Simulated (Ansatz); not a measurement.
Runs of Ansatz 0.2.0 on Ga2O3. Symmetry: C2/m, No. 12, monoclinic system. The conventional cell has a = 12.214 Å, b = 3.037 Å, c = 5.798 Å, α = 90.00°, β = 103.83°, γ = 90.00°. Ga (site symmetry m) has 6 O at 1.94 to 2.07 Å as nearest neighbours. Around Ga (site symmetry m) lie 4 O at 1.83 to 1.86 Å. O (site symmetry m) is surrounded by 3 Ga at 1.83 to 1.94 Å. O (site symmetry m) has 4 Ga at 1.86 to 2.07 Å as nearest neighbours. O (site symmetry m) has 3 Ga at 1.83 to 1.94 Å as nearest neighbours. 

```csv
task,level,cell,k mesh,cutoff (eV),points for each segment of the path,mesh quality,gap on the mesh (eV),pressure (GPa),relaxed volume (Å³/atom),largest force (eV/Å)
single point,PBE,as given,9 × 9 × 5,250,-,not flagged,2.23,16.9,-,0.82
relaxation of cell and atoms,LDA,relaxed,9 × 9 × 5,420,-,not flagged,2.51,0.0,10.22,-
relaxation of cell and atoms,PBEsol+D3(BJ),relaxed,9 × 9 × 5,420,-,not flagged,2.35,0.0,(b),-
single point,PBE,as given,5 × 5 × 3,420,-,coarse,2.45,9.5,-,0.22
band structure,r2SCAN,as given,9 × 9 × 5,500,10,not flagged,(a),1.3,-,0.11
```

Alike in all rows: potentials or basis Ansatz PAW; no spin polarisation; smearing fermi-dirac 0.05 eV.

Question: Fill in the values left out.

Answer: (a) 3.09; (b) 10.40.

Caveats: some runs use coarse meshes; odd divisions of the mesh miss points on the zone boundary, where band edges often lie, so the gap on the mesh can be too wide (some runs); the PAW data sets come from PBE, with cores solved anew for the run's functional, which leaves a small shift of forces and pressure (some runs); the plane-wave basis is chosen anew once the cell has moved, so the energies of steps on either side of that aren't comparable (some runs); so large a pressure means that the cell lies far from this level's equilibrium, or that cutoff or potentials fall short (some runs); the pressure holds a Pulay correction of +132.9 GPa for the finite cutoff (some runs); the cutoff lies under the one recommended for these potentials (some runs).

A k mesh can miss the band edges, and the runs leave out spin-orbit coupling on Ga.
